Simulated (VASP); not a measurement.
A run of VASP 6.6.1:

Contents of INCAR:

```
  PREC = Accurate
  ENCUT = 520
  EDIFF = 1E-7
  ISMEAR = -5
  SIGMA = 0.05
  LREAL = F
  LASPH = T
  NELM = 60
  ALGO = Normal
  ISIF = 2
  LWAVE = F
  LCHARG = F
  METAGGA = RTPSS
  LMIXTAU = T
  IVDW = 12
  VDW_S6 = 1.0
  VDW_S8 = 1.4023
  VDW_A1 = 0.4426
  VDW_A2 = 4.4723
  LORBIT = 11
  NBANDS = 23
  NEDOS = 1001
```

File KPOINTS:

```
regular mesh
0
Gamma
  7 7 7
```

Contents of POSCAR:

```
ZnH2
1.0
    0.0000000000      3.1150413900      3.1150413900
    3.1150413900      0.0000000000      3.1150413900
    3.1150413900      3.1150413900      0.0000000000
Zn H
2 4
Direct
    0.0000000000      0.0000000000      0.0000000000
    0.2500000000      0.2500000000      0.2500000000
    0.6250000000      0.6250000000      0.6250000000
    0.1250000000      0.6250000000      0.6250000000
    0.6250000000      0.6250000000      0.1250000000
    0.6250000000      0.1250000000      0.6250000000
```

Potentials or basis: VASP PAW PBE potentials, release 64 (Zn, H).

The run is started by

```bash
$ cat potpaw_PBE.64/Zn/POTCAR potpaw_PBE.64/H/POTCAR > POTCAR
$ mpirun -np 1 vasp_std > vasp.out
```

Hardware: 1 thread of AMD EPYC 9R45 96-Core Processor (Zen 5) (shared host).

**Question.** Estimate the wall time of this run.

**Answer.** Run time: 2.7 min on 1 thread of AMD EPYC 9R45 96-Core Processor (Zen 5), with other jobs on the host, peak memory 0.2 GiB. Counts: scf iterations 26, k points 20.
